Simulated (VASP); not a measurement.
# Ge (Fd-3m) in VASP: a series of runs

One crystal, Ge, is run at these levels: PBEsol; tasks: single point.

All numbers are computed with VASP 6.6.1; they aren't measurements. Logs are shortened: lines on timing, memory, paths and dates and some standing lists are left out, and cuts for length are marked.

### Step 1. The undisturbed crystal

It takes space group Fd-3m (No. 227, cubic). Conventional cell: a = 5.658 Å, b = 5.658 Å, c = 5.658 Å, α = 90.00°, β = 90.00°, γ = 90.00°. Ge (site symmetry -43m) has 4 Ge at 2.45 Å as nearest neighbours.

### Step 2. Single point, PBEsol (grid = ENCUT=350 dk=0.45 cell=3x3x2 ISMEAR=0 SIGMA=0.2 LREAL=Auto EDIFF=1e-06)

Contents of INCAR:

```
SYSTEM = Ge
ALGO = Fast ; EDIFF = 1E-6
ENCUT = 350 ; GGA = PS
ISIF = 2 ; ISMEAR = 0
KPAR = 2 ; LASPH = .True.
LCHARG = .False. ; LREAL = Auto
LWAVE = .False. ; NBANDS = 264
NCORE = 1 ; NELM = 120
PREC = Accurate ; SIGMA = 0.2
```

Contents of KPOINTS:

```
k-points
0
Gamma
  2 2 3
  0 0 0
```

Contents of POSCAR:

```
Ge
1.0
    0.0000000000      8.4867300000      8.4867300000
    8.4867300000      0.0000000000      8.4867300000
    5.6578200000      5.6578200000      0.0000000000
Ge
36
Direct
    0.2500000000      0.2500000000      0.3750000000
    0.2500000000      0.2500000000      0.8750000000
    0.2500000000      0.5833333333      0.3750000000
    0.2500000000      0.5833333333      0.8750000000
    0.2500000000      0.9166666667      0.3750000000
    0.2500000000      0.9166666667      0.8750000000
    0.5833333333      0.2500000000      0.3750000000
    0.5833333333      0.2500000000      0.8750000000
    0.5833333333      0.5833333333      0.3750000000
    0.5833333333      0.5833333333      0.8750000000
    0.5833333333      0.9166666667      0.3750000000
    0.5833333333      0.9166666667      0.8750000000
    0.9166666667      0.2500000000      0.3750000000
    0.9166666667      0.2500000000      0.8750000000
    0.9166666667      0.5833333333      0.3750000000
    0.9166666667      0.5833333333      0.8750000000
    0.9166666667      0.9166666667      0.3750000000
    0.9166666667      0.9166666667      0.8750000000
    0.1666666667      0.1666666667      0.2500000000
    0.1666666667      0.1666666667      0.7500000000
    0.1666666667      0.5000000000      0.2500000000
    0.1666666667      0.5000000000      0.7500000000
    0.1666666667      0.8333333333      0.2500000000
    0.1666666667      0.8333333333      0.7500000000
    0.5000000000      0.1666666667      0.2500000000
    0.5000000000      0.1666666667      0.7500000000
    0.5000000000      0.5000000000      0.2500000000
    0.5000000000      0.5000000000      0.7500000000
    0.5000000000      0.8333333333      0.2500000000
    0.5000000000      0.8333333333      0.7500000000
    0.8333333333      0.1666666667      0.2500000000
    0.8333333333      0.1666666667      0.7500000000
    0.8333333333      0.5000000000      0.2500000000
    0.8333333333      0.5000000000      0.7500000000
    0.8333333333      0.8333333333      0.2500000000
    0.8333333333      0.8333333333      0.7500000000
```

Potentials or basis: VASP PAW PBE potentials, release 64 (Ge_d).

On the command line:

```console
cat potpaw_PBE.64/Ge_d/POTCAR > POTCAR
mpirun -np 4 vasp_std > vasp.out
```

OUTCAR:

```text
SYSTEM = Ge
   EDIFF = 1E-6
   ENCUT = 350
   GGA = PS
   ISIF = 2
   ISMEAR = 0
   LASPH = .True.
   LREAL = Auto
   NELM = 120
   PREC = Accurate

 Found      6 irreducible k-points:

 Following reciprocal coordinates:
            Coordinates               Weight
  0.000000  0.000000  0.000000      1.000000
  0.500000  0.000000  0.000000      2.000000
  0.500000  0.500000  0.000000      1.000000
  0.000000  0.000000  0.333333      2.000000
  0.500000  0.000000  0.333333      4.000000
  0.500000  0.500000  0.333333      2.000000
   k-points           NKPTS =      6   k-points in BZ     NKDIM =      6   number of bands    NBANDS=    264
   number of dos      NEDOS =    301   number of ions     NIONS =     36
   total plane-waves  NPLWV = 320000
   dimension x,y,z NGX =    80 NGY =   80 NGZ =   50
   dimension x,y,z NGXF=   160 NGYF=  160 NGZF=  100
   ions per type =              36
   NGX,Y,Z   is equivalent  to a cutoff of  11.08, 11.08, 10.39 a.u.
   NGXF,Y,Z  is equivalent  to a cutoff of  22.16, 22.16, 20.78 a.u.
 SYSTEM =  Ge
   PREC   = accura    normal or accurate (medium, high low for compatibility)
   ISTART =      0    job   : 0-new  1-cont  2-samecut
   ICHARG =      2    charge: 1-file 2-atom 10-const
   ISPIN  =      1    spin polarized calculation?
   LNONCOLLINEAR =      F non collinear calculations
   LSORBIT =      F    spin-orbit coupling
   LASPH  =      T    aspherical Exc in radial PAW
   ENCUT  =  350.0 eV  25.72 Ry    5.07 a.u.  18.31 18.31 12.21*2*pi/ulx,y,z
   NELM   =    120;   NELMIN=  2; NELMDL= -5     # of ELM steps
   EDIFF  = 0.1E-05   stopping-criterion for ELM
   LREAL  =      T    real-space projection
   EDIFFG = 0.1E-04   stopping-criterion for IOM
   NSW    =      0    number of steps for IOM
   IBRION =     -1    ionic relax: 0-MD 1-quasi-New 2-CG
   NFREE  =      0    steps in history (QN), initial steepest desc. (CG)
   ISIF   =      2    stress and relaxation
   ISYM   =      2    0-nonsym 1-usesym 2-fastsym
   POTIM  = 0.5000    time-step for ionic-motion
   TEBEG  =    0.0;   TEEND  =   0.0 temperature during run
   PSTRESS=    0.0 pullay stress
   NELECT =     504.0000    total number of electrons
   NUPDOWN=      -1.0000    fix difference up-down
   EMIN   =  10.00;   EMAX   =-10.00  energy-range for DOS
   EFERMI =   0.00;   METHOD = LEGACY
   ISMEAR =     0;   SIGMA  =   0.20  broadening in eV -4-tet -1-fermi 0-gaus
   EFERMI_NEDOS =   21; number of points for ismear=-14 and -15
   IALGO  =     68    algorithm
   IMIX   =      4    mixing-type and parameters
     AMIX     =   0.40;   BMIX     =  1.00
     AMIX_MAG =   1.60;   BMIX_MAG =  1.00
  volume/ion in A,a.u.               =      22.64       152.78
  Fermi-wavevector in a.u.,A,eV,Ry     =   1.394756  2.635708 26.468033  1.945346
  Thomas-Fermi vector in A             =   2.518275
   LORBIT       =      0    0 simple, 1 ext, 2 COOP (PROOUT), +10 PAW based schemes
   GGA     = PS    functional components
   LHFCALC =     F    Hartree Fock is set to
   AEXX    =    0.0000 exact exchange contribution
   IVDW    =     0    specifies the selected vdW correction
   LEPSILON=     F    determine dielectric tensor
   LRPA    =     F    only Hartree local field effects (RPA)
 non-spin polarized calculation
 RMM-DIIS sequential band-by-band and
 Gauss-broadening in eV      SIGMA  =   0.20
  energy-cutoff  :      350.00
  volume of cell :      815.00
 maximum number of plane-waves:     12144
 NGX is ok and might be reduce to    80
   NGX = 37   NGY = 37   NGZ = 25

 number of electron     504.0000021 magnetization

 Free energy of the ion-electron system (eV)
  ---------------------------------------------------
  ext. energy  EPLUGINS =         0.00000000
  ---------------------------------------------------
  free energy    TOTEN  =      -176.97886304 eV

  energy without entropy =     -176.91011016  energy(sigma->0) =     -176.94448660

 E-fermi :   4.8760     XC(G=0): -10.1237

 val. band max:        4.8683298667   @ k =   0.0000   0.0000   0.0000
 cond. band min:       4.9902036128   @ k =   0.0000   0.0000   0.0000
 fundamental gap:      0.1218737461
 Fermi energy:         4.8760038987

 k-point     1 :       0.0000    0.0000    0.0000
  band No.  band energies     occupation
      1     -19.9261      2.00000
      2     -19.9261      2.00000
      3     -19.9237      2.00000
      4     -19.9237      2.00000
      5     -19.9177      2.00000
      6     -19.9177      2.00000
[... 256 lines left out ...]
    263       5.8500      0.00000
    264       6.2257      0.00000

 k-point     2 :       0.5000    0.0000    0.0000
  band No.  band energies     occupation
      1     -19.9190      2.00000
      2     -19.9190      2.00000
      3     -19.9190      2.00000
      4     -19.9190      2.00000
      5     -19.9177      2.00000
      6     -19.9177      2.00000
[... 256 lines left out ...]
    263       6.5440      0.00000
    264       6.5772      0.00000

 k-point     3 :       0.5000    0.5000    0.0000
  band No.  band energies     occupation
      1     -19.9237      2.00000
      2     -19.9237      2.00000
      3     -19.9177      2.00000
      4     -19.9177      2.00000
      5     -19.9177      2.00000
      6     -19.9177      2.00000
[... 256 lines left out ...]
    263       6.4651      0.00000
    264       6.5377      0.00000

 k-point     4 :       0.0000    0.0000    0.3333
  band No.  band energies     occupation
      1     -19.9261      2.00000
      2     -19.9261      2.00000
      3     -19.9261      2.00000
      4     -19.9261      2.00000
      5     -19.9261      2.00000
      6     -19.9237      2.00000
[... 256 lines left out ...]
    263       6.5368      0.00000
    264       6.6235      0.00000

 k-point     5 :       0.5000    0.0000    0.3333
  band No.  band energies     occupation
      1     -19.9237      2.00000
      2     -19.9237      2.00000
      3     -19.9237      2.00000
      4     -19.9190      2.00000
      5     -19.9190      2.00000
      6     -19.9177      2.00000
[... 256 lines left out ...]
    263       7.4928      0.00000
    264       7.5011      0.00000

 k-point     6 :       0.5000    0.5000    0.3333
  band No.  band energies     occupation
      1     -19.9237      2.00000
      2     -19.9237      2.00000
      3     -19.9190      2.00000
      4     -19.9190      2.00000
      5     -19.9190      2.00000
      6     -19.9190      2.00000
[... 256 lines left out ...]
    263       7.5132      0.00000
    264       7.5567      0.00000

------------------------ aborting loop because EDIFF is reached ----------------------------------------

  FORCE on cell =-STRESS in cart. coord.  units (eV):
  Direction    XX          YY          ZZ          XY          YZ          ZX
  --------------------------------------------------------------------------------------
  -------------------------------------------------------------------------------------
  Total        2.8350810      2.8350810      2.8345832      0.0007811     -0.0006888     -0.0006891
  in kB        5.5733479      5.5733479      5.5723693      0.0015356     -0.0013541     -0.0013546
  external PRESSURE =       5.5730217 kB  Pullay stress =       0.0000000 kB

 VOLUME and BASIS-vectors are now :
 -----------------------------------------------------------------------------
  energy-cutoff  :      350.00
  volume of cell :      815.00
      direct lattice vectors                 reciprocal lattice vectors
     0.000000000  8.486730000  8.486730000    -0.058915507  0.058915507  0.058915507
     8.486730000  0.000000000  8.486730000     0.058915507 -0.058915507  0.058915507
     5.657820000  5.657820000  0.000000000     0.088373260  0.088373260 -0.088373260

 POSITION                                       TOTAL-FORCE (eV/Angst)
 -----------------------------------------------------------------------------------
      4.24336      4.24336      4.24336        -0.000013     -0.000013     -0.000044
      7.07227      7.07227      4.24336        -0.000013     -0.000013     -0.000044
      7.07227      4.24336      7.07227        -0.000013     -0.000013     -0.000044
      9.90118      7.07227      7.07227        -0.000013     -0.000013     -0.000044
      9.90119      4.24336      9.90119        -0.000013     -0.000013     -0.000044
     12.73010      7.07227      9.90119        -0.000013     -0.000013     -0.000044
[... 28 lines left out ...]
      8.48673      8.48673     14.14455         0.000013      0.000013      0.000044
     11.31564     11.31564     14.14455         0.000013      0.000013      0.000044
 -----------------------------------------------------------------------------------
    total drift:                                0.000675      0.000675     -0.000689

  FREE ENERGIE OF THE ION-ELECTRON SYSTEM (eV)
  ---------------------------------------------------
  free  energy   TOTEN  =      -176.9788630435 eV

  energy  without entropy=     -176.9101101567  energy(sigma->0) =     -176.94448660
```

It took 9.9 min on 4 MPI ranks of Intel Xeon 6975P-C (Granite Rapids), shared host; peak memory 0.61 GiB.

The run converged, but some of its settings lie outside the range that counts as converged, so its numbers aren't taken as properties of the crystal.

What came out:

```yaml
Free_energy: -176.9789 eV
Band_gap_on_the_k_mesh: none (metal or under the smearing width)
```

Caveat: the cutoff is under 1.25 times the usual one of these potentials, so pressure, stress and relaxed cells hold a basis-set (Pulay) error; the PAW data sets were made with another functional, which shifts forces and pressure a little.

### Step 3. Single point, PBEsol (grid = ENCUT=350 dk=0.45 cell=3x3x2 ISMEAR=0 SIGMA=0.05 LREAL=Auto EDIFF=0.0001)

Contents of INCAR:

```
SYSTEM = Ge
ALGO = Fast ; EDIFF = 1E-4
ENCUT = 350 ; GGA = PS
ISIF = 2 ; ISMEAR = 0
KPAR = 2 ; LASPH = .True.
LCHARG = .False. ; LREAL = Auto
LWAVE = .False. ; NBANDS = 264
NCORE = 1 ; NELM = 120
PREC = Accurate ; SIGMA = 0.05
```

KPOINTS is that of step 2.

POSCAR is that of step 2.

Potentials or basis: VASP PAW PBE potentials, release 64 (Ge_d).

On the command line:

```console
cat potpaw_PBE.64/Ge_d/POTCAR > POTCAR
mpirun -np 4 vasp_std > vasp.out
```

Wall time 7 min (4 MPI ranks of Intel Xeon 6975P-C (Granite Rapids), shared host); peak memory 0.61 GiB.

These settings aren't checked as converged: the numbers below hold their error.

Results:

```
Free energy            : -176.9382 eV
Band gap on the k mesh : none (metal or under the smearing width)
```

Caveat: the cutoff is under 1.25 times the usual one of these potentials, so pressure, stress and relaxed cells hold a basis-set (Pulay) error; the PAW data sets were made with another functional, which shifts forces and pressure a little.

### Step 4. For comparison

An earlier run on the cell as given: functional PBEsol; potentials or basis VASP PAW PBE potentials, release 64 (Ge_d); cutoff 520 eV; k mesh 8 × 8 × 8; occupations fermi-dirac, width 0.05 eV; no spin polarisation.

* Pressure: 0.5 GPa
* Band gap on the k mesh: none (metal or under the smearing width)
